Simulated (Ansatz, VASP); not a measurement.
## KBr in VASP and in Ansatz

```
K Br
1.0
     0.00000    3.16080    3.42420
     3.16080    0.00000    3.42420
     3.16080    3.16080    0.00000
K Br
1 1
Direct
  0.00000 0.00000 0.00000
  0.50000 0.50000 0.50000
```

Change from the starting cell: strain -0.040 along x and y, +0.040 along z, atoms carried along.

Alike in both runs: task single point; functional r2SCAN; k mesh 6 × 6 × 6; occupations gaussian, width 0.05 eV; no spin polarisation.

|  | VASP | Ansatz |
| --- | --- | --- |
| version | VASP 6.6.1 | Ansatz 0.2.0 |
| potentials or method | VASP PAW PBE potentials, release 64 (K_sv, Br) | scalar-relativistic, plane waves, PAW |
| plane-wave cutoff (eV) | 520 | 500 |
| valence electrons in the cell | 16 | 16 |

|  | VASP | Ansatz | Ansatz less VASP |
| --- | --- | --- | --- |
| gap on the k mesh at the Fermi level (eV) | 5.18 | 5.17 | -0.002 |
| least direct gap on the mesh (eV) | 5.18 | 5.17 | -0.002 |
| pressure (GPa) | 1.3 | 1.3 | -0.01 |
| largest component of the traceless stress (GPa) | 2.13 | 2.11 | -0.023 |

With one functional, cell and mesh, what is left measures potentials, basis and numerics.

Caveats: the PAW data sets were made with another functional, which shifts forces and pressure a little (VASP).
